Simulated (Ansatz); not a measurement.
# ZnS (F-43m) in Ansatz: notebook, part 2 of 2

Ansatz 0.2.0.

## Step 3: Elastic constants, rPW86-PBE+rVV10

File input.yaml:

```yaml
crystal:
  lattice:
    - [0.0, 2.702, 2.702]
    - [2.702, 0.0, 2.702]
    - [2.702, 2.702, 0.0]
  atoms:
    - { symbol: Zn, position: [0.75, 0.75, 0.75] }
    - { symbol: S, position: [0.0, 0.0, 0.0] }
hamiltonian:
  xc: { exchange: rpw86, correlation: pbe }
  pseudopotentials: { kind: paw }
  dispersion: rvv10
kpoints:
  mp_grid: { grid: [6, 6, 6] }
scf:
  occupations: { method: fixed }
output:
  forces: true
  stress: true
elastic:
  mode: relaxed_ion
  stencil: two_point
```

Potentials or basis: Ansatz PAW.

Started as:

```bash
$ ansatz run input.yaml --threads 2 --pin off --max-ram 5120MiB --backend cpu --events-out ev --progress --plain --runs-dir out
```

Standard output:

```text
Warning: RAYON_NUM_THREADS=2 ignored (pool sized by the plan → 2); use --threads N
Engine: ansatz 0.2.0, aarch64-unknown-linux-gnu
Pseudopotentials: kind: paw
Pseudopotential: Zn, paw, valence charge 12, recommended cutoff 420 eV (normal), Zn.paw.azcp
Pseudopotential: S, paw, valence charge 6, recommended cutoff 420 eV (normal), S.paw.azcp
Functional definition: unnamed
  exchange = rpw86_x
  correlation = pbe_c + rvv10(6.3, 0.0093)
Crystal: 2 atoms, lattice volume = 39.454 Å³
Basis set: ecut = 420 eV, 749 PW (Γ), exchange–correlation on 60×60×60 points (8 copies of the dense FFT grid, shifted against one another)
Bands: 13, of which v1, the nominal top of the filled ones, is band 9 counted from 1 (8 counted from 0)
Symmetry: 24 space group operations
Space group: F-43m (ITA 216), of the structure as read, at distance tolerance 3.4e-5 Å
k-points: 16 of 216 (time reversal used)
Non-local potential: Zn, projectors of the file, l = 0: 2, l = 1: 2, l = 2: 3, l = 3: 1
Non-local potential: S, projectors of the file, l = 0: 2, l = 1: 2, l = 2: 2
PAW form: soft (Blöchl's): semilocal exchange-correlation on the pseudo side does not see the compensation charge
rVV10 density: all electrons in the spheres
PAW frozen core: Zn, regenerated for the run's functional, and the local potential with it (the file was generated under x = pbe(κ = 0.804, μ = 0.2195149727645171), c = pbe(β = 0.06672455060314922))
PAW frozen core: S, regenerated for the run's functional, and the local potential with it (the file was generated under x = pbe(κ = 0.804, μ = 0.2195149727645171), c = pbe(β = 0.06672455060314922))
PAW one-centre angular grid: Zn, 590 points (default); XC on 64 Gauss nodes
PAW one-centre angular grid: S, 110 points (default); XC on 64 Gauss nodes
Initial density: superposition of atomic densities (neutral atoms: chi_scale 0, normalization atom), corrected by the library's trained network
Initial wavefunctions: pseudopotential atomic-orbital guess
Functional: x = rpw86, c = pbe(β = 0.06672455060314922) + rvv10(b = 6.3, C = 0.0093)
SCF iter   1: F=—  HF=-4262.137902 eV  |F-HF|=—  |Δ(HF+E_count)|=         —  Δρ=1.07e-2  dr2=2.22e-2  ethr=1.77e-3  ⟨swp⟩=5.1  Hψ=1122  notcnv=0  defer=28
preconditioner: auto → none  [insulator: Δε(μ)=1.849 eV  Ē_g=11.955 eV  n_scr=14 (ndim 8)  ℏωp=25.1 eV  f_vac=0.025  ε∞_Penn≈5.4]
SCF iter   2: F=—  HF=-4262.131449 eV  |F-HF|=—  |Δ(HF+E_count)|=   6.45e-3  Δρ=6.12e-3  dr2=1.11e-2  ethr=1.23e-4  ⟨swp⟩=2.1  Hψ=501  notcnv=0  defer=28
SCF iter   3: F=—  HF=-4262.125997 eV  |F-HF|=—  |Δ(HF+E_count)|=   5.45e-3  Δρ=1.22e-3  dr2=3.21e-4  ethr=6.19e-5  ⟨swp⟩=2.1  Hψ=373  notcnv=0  defer=28
SCF iter   4: F=—  HF=-4262.125976 eV  |F-HF|=—  |Δ(HF+E_count)|=   2.13e-5  Δρ=1.64e-4  dr2=6.00e-6  ethr=1.78e-6  ⟨swp⟩=2.9  Hψ=499  notcnv=0  defer=27
SCF iter   5: F=—  HF=-4262.125976 eV  |F-HF|=—  |Δ(HF+E_count)|=   3.05e-7  Δρ=3.28e-5  dr2=2.92e-7  ethr=3.33e-8  ⟨swp⟩=2.1  Hψ=339  notcnv=0
SCF iter   6: F=—  HF=-4262.125977 eV  |F-HF|=—  |Δ(HF+E_count)|=   5.89e-7  Δρ=5.56e-6  dr2=1.52e-8  ethr=1.62e-9  ⟨swp⟩=2.8  Hψ=349  notcnv=0
SCF iter   7: F=—  HF=-4262.125977 eV  |F-HF|=—  |Δ(HF+E_count)|=   3.38e-9  Δρ=1.40e-6  dr2=4.51e-10  ethr=8.43e-11  ⟨swp⟩=2.1  Hψ=340  notcnv=0
SCF iter   8: F=—  HF=-4262.125977 eV  |F-HF|=—  |Δ(HF+E_count)|=  2.25e-10  Δρ=2.25e-7  dr2=1.26e-11  ethr=2.50e-12  ⟨swp⟩=2.2  Hψ=292  notcnv=0
SCF iter   9: F=-4262.125977 eV  HF=-4262.125977 eV  |F-HF|=9.09e-13  |Δ(HF+E_count)|=  5.46e-12  Δρ=1.97e-8  dr2=9.51e-14  ethr=1.00e-12  ⟨swp⟩=4.1  Hψ=1168  notcnv=0
SCF 1 converged in 9 iterations: F = -4262.125977 eV  dr2 = 9.51e-14
Crystal: 2 atoms, lattice volume = 39.375 Å³
Symmetry: 8 space group operations
k-points: 30 of 216 (time reversal used)
rVV10 density: all electrons in the spheres
Initial density: handed on by an earlier stage of this run
Initial wavefunctions: those handed on with the density
iter 1 solved again at ethr=4.16e-8 eV; its pass at ethr=3.10e-3 eV (dr2=7.49e-6 eV) is discarded
[... 86 lines left out ...]
SCF iter   6: F=—  HF=-4262.125977 eV  |F-HF|=—  |Δ(HF+E_count)|=  3.46e-11  Δρ=2.89e-7  dr2=1.96e-11  ethr=5.58e-13 (applied; sched 1.00e-12)  ⟨swp⟩=2.0  Hψ=966  notcnv=0  defer=52
SCF iter   7: F=—  HF=-4262.125977 eV  |F-HF|=—  |Δ(HF+E_count)|=  6.37e-12  Δρ=6.94e-8  dr2=1.01e-12  ethr=1.09e-13 (applied; sched 1.00e-12)  ⟨swp⟩=2.3  Hψ=878  notcnv=0  defer=52
SCF iter   8: F=-4262.125977 eV  HF=-4262.125977 eV  |F-HF|=0.00e0  |Δ(HF+E_count)|=  9.09e-13  Δρ=7.83e-9  dr2=1.04e-14  ethr=1.00e-12  ⟨swp⟩=4.9  Hψ=2130  notcnv=0
SCF 9 converged in 8 iterations: F = -4262.125977 eV  dr2 = 1.04e-14
relax step   2: F+E_penalty+E_count = -4262.12597665 eV  Δ(F+E_penalty+E_count) = -1.223e-5 eV  max|allowed force component| = 1.554e-7 eV/Å  Δτ_max = 0.0010 Å  (8 SCF iters, accepted)
rVV10 density: all electrons in the spheres
iter 1 solved again at ethr=1.00e-12 eV; its pass at ethr=3.10e-3 eV (dr2=2.19e-14 eV) is discarded
SCF iter   1: F=—  HF=-4262.125977 eV  |F-HF|=—  |Δ(HF+E_count)|=         —  Δρ=7.82e-9  dr2=1.04e-14  ethr=1.00e-12  ⟨swp⟩=2.1  Hψ=3381  notcnv=0  defer=2
SCF iter   2: F=-4262.125977 eV  HF=-4262.125977 eV  |F-HF|=0.00e0  |Δ(HF+E_count)|=    0.00e0  Δρ=4.39e-9  dr2=4.10e-15  ethr=1.00e-12  ⟨swp⟩=4.1  Hψ=2015  notcnv=0
SCF 10 converged in 2 iterations: F = -4262.125977 eV  dr2 = 4.10e-15
SCF converged after 9 iterations
Free energy (F): -4262.125977 eV
Harris-Foulkes:  -4262.125977 eV  (|F-HF|=9.09e-13)
Internal energy: -4262.125977 eV  (E = F + TS)
E sigma→0 (E₀):  -4262.125977 eV
Fermi energy:    5.792382 eV
--- Per-component energies (eV) ---
  E_band       = 5.072489
  E_kinetic    = 239.041274
  E_local      = -2033.743650  (includes V_loc(G=0)·N_el)
  E_nonlocal   = 638.281087
  E_hartree    = 851.289774
  E_xc         = -233.210044
  E_vxc        = -138.704068  (∫ρ·V_xc dr)
  E_paw        = -2469.411945  (= ΣΔE_a)
  E_vpaw       = -402.381431  (= ΣTr[D̂ρ^β])
  E_aug_tail   = -0.000270  (compensation charges beyond the density's cutoff)
  E_ewald      = -1253.379294
  E_core_change = -0.992909  (= ΣΔE_core)
  E_smearing   = -0.000000  (= −TS)
  E_closure    = 0.000000  (closes the sum)
  Σ components = -4262.125977   (vs F -4262.125977, Δ=0.00e0)
--- Forces (eV/Å), atoms counted from 1 ---
  atom   1  Zn     0.00000000    -0.00000000    -0.00000000
  atom   2  S     -0.00000000     0.00000000    -0.00000000
  max |Σ_I F_I| component: 2.31e-17 eV/Å
--- Stress (GPa, compression-positive) ---
        2.076013       0.000000      -0.000000
        0.000000       2.076013       0.000000
       -0.000000       0.000000       2.076013
  P = ⅓ Tr σ = 2.0760 GPa (20.760 kbar)
--- Band table (eV; the first three rows and the last of 16) ---
  k-point 0: bands = ["-7.3970", "-0.5333", "-0.5333", "-0.5333", "-0.0337", "-0.0337", "5.7924", "5.7924", "5.7924", "7.6847", "12.1270", "12.1270", "12.1270"]
  k-point 1: bands = ["-7.1937", "-0.5303", "-0.4978", "-0.4978", "-0.0357", "-0.0357", "4.0741", "5.5458", "5.5458", "8.8386", "12.0517", "12.5242", "12.5242"]
  k-point 2: bands = ["-6.7321", "-0.4386", "-0.4386", "-0.3830", "-0.0220", "-0.0220", "1.8700", "5.1169", "5.1169", "9.0758", "12.7669", "12.7669", "13.4335"]
  k-point 15: bands = ["-6.1467", "-0.4485", "-0.2384", "-0.1517", "-0.0115", "0.3156", "1.1792", "3.1468", "3.1804", "10.5087", "11.0305", "14.6634", "14.6829"]
--- Elastic constants: 2 strain directions × 2 members + reference (group order 24) ---
  dense FFT box of the reference and of every strained cell: 30×30×30
  strains applied: 11, 23; error gains: componentwise 1.00 (the most a stress slope's error grows in a printed constant), spectral 1.73 (1 for all six strains in a standard setting)
  C = ∂σ_k/∂η_j (tension-positive GPa; Voigt order 11 22 33 23 13 12):
       105.612     67.101     67.101      0.000     -0.000     -0.000
        67.101    105.612     67.101      0.000      0.000     -0.000
        67.101     67.101    105.612      0.000     -0.000      0.000
         0.000     -0.000     -0.000     46.213      0.000     -0.000
        -0.000     -0.000      0.000     -0.000     46.213      0.000
         0.000     -0.000      0.000     -0.000      0.000     46.213
  reference stress σ⁰ (GPa):     -2.076     -2.076     -2.076     -0.000      0.000     -0.000
  C* (energy form; C + prestress term) asymmetry max|C*_kj − C*_jk| = 1.421e-14 GPa — a small one proves nothing (zero by symmetry where the batch's group is 432, −43m or m−3m); a large one is finite-difference/SCF noise where every solve meets its electron count
  moduli (Voigt/Reuss/Hill, GPa): K = 79.94/79.94/79.94   G = 35.43/29.62/32.53   E = 85.93   ν = 0.321
  mechanically stable: yes (min eigenvalue of sym C = 38.51 GPa)
  strain η (Voigt 11):  stress-route row diagonal C_11 = 105.61 GPa, energy-path curvature d²(F+E_count+ΔE)/dδ²/Ω₀ = 106.17 GPa
         δ    σ_11 (GPa)             F (eV)   n_scf  n_hpsi   n_pw
    -2.000e-3      -2.2870       -4262.1249114       8    7795    785   relax 0 steps, max|allowed force component| 1.80e-16 eV/Å
     2.000e-3      -1.8645       -4262.1269756       6    6637    785   relax 0 steps, max|allowed force component| 1.80e-16 eV/Å
  strain η (Voigt 23):  stress-route row diagonal C_44 = 46.21 GPa, energy-path curvature d²(F+E_count+ΔE)/dδ²/Ω₀ = 48.06 GPa
         δ    σ_23 (GPa)             F (eV)   n_scf  n_hpsi   n_pw
    -2.000e-3      -0.0924       -4262.1259767       2    5879    785   relax 3 steps, max|allowed force component| 3.11e-7 eV/Å
     2.000e-3       0.0924       -4262.1259767       2    5854    785   relax 2 steps, max|allowed force component| 1.55e-7 eV/Å
```

elastic.tsv:

```text
[... 16 lines left out ...]
6	3.5536905475e-29	-3.6325766390e-29	5.6051938573e-45	-2.5243548967e-29	4.3785278996e-22	4.6213299256e1	-9.2644447322e-17	-9.2644447322e-17	-9.2644447322e-17	-2.5243548967e-29	4.3785278996e-22	4.6213299256e1	3.6864140629e-32	-3.6864142177e-32	5.4738221263e-48	-2.4651903288e-32	8.3746145216e-23	2.0162823278e-1
```

elastic_members.tsv:

```text
# convention: tension-positive GPa; Voigt order 11 22 33 23 13 12; engineering shear strains; stresses and constants hold the Pulay correction, whose part of sigma0, of c and of each member's stress the lines and columns named pulay_correction_..._gpa give (of c_energy it is that of c and, on the columns of strains 1 to 3, that of sigma0; of a layer's constants it is that of c in the plane, times a tenth of its plane spacing in ang); where a line pulay_correction_withheld stands none holds it
[... 10 lines left out ...]
3	2.0000000000e-3	-2.0753531804e0	-2.0752700956e0	-2.0752700956e0	9.2426604163e-2	8.4377281157e-16	1.8209620292e-15	-4.2621259767e3	-4.2621259767e3	2	5854	785	2	1.5537081817e-7	0.0000000000e0	-5.1657590097e-2	-5.1426926979e-2	-5.1426926979e-2	4.0325584592e-4	-3.0481657339e-21	1.6963704954e-20	3.3912146158e-6	0.0000000000e0
```

It took 16 s on 2 threads of Arm Neoverse V1, shared host; peak memory 0.36 GiB.

Results:

```
Free energy                     : -4262.1260 eV
Pressure                        : 2.1 GPa
Band gap on the k mesh          : 1.89 eV, direct
Elastic constants C11, C12, C44 : 106, 67, 46 GPa
Voigt bulk modulus              : 80 GPa
```

Levels at points of the mesh, in eV from the valence-band top:
```csv
k point,band 6,band 7,band 8,band 9,band 10,band 11,band 12,band 13
"(0.00, 0.00, 0.00)",-5.83,0.00,0.00,0.00,1.89,6.33,6.33,6.33
"(0.00, 0.00, -0.50)",-5.63,-5.33,-0.87,-0.87,3.16,6.86,6.86,8.65
"(0.00, -0.50, -0.50)",-5.62,-4.59,-2.23,-2.23,3.27,3.96,10.74,11.83
```

Elastic tensor in Voigt notation (GPa, in the Cartesian axes of the cell as first typed):
```
106  67  67   0   0   0
 67 106  67   0   0   0
 67  67 106   0   0   0
  0   0   0  46   0   0
  0   0   0   0  46   0
  0   0   0   0   0  46
```

Caveat: the PAW data sets come from PBE, with cores solved anew for the run's functional, which leaves a small shift of forces and pressure.

## Step 4: Comparison with measurements

Step 2. Measured gap of ZnS: 3.85 eV (direct; 19 K; quoted in “Electronic, vibrational, and thermodynamic properties of ZnS (zincblende and rocksalt structure)”, 2009, arxiv:0911.5022). This calculation gives 1.89 eV (-1.96 eV). So large a miss can be the level of theory's own, or it may mean another phase, state or a wrong row. The value is that of rPW86-PBE+rVV10, without temperature or zero-point motion.

Step 3. A measured gap of ZnS is 3.85 eV (direct; 19 K; quoted in “Electronic, vibrational, and thermodynamic properties of ZnS (zincblende and rocksalt structure)”, 2009, arxiv:0911.5022); the calculated 1.89 eV misses it by -1.96 eV. So large a miss can be the level of theory's own, or it may mean another phase, state or a wrong row. The value is that of rPW86-PBE+rVV10, without temperature or zero-point motion.
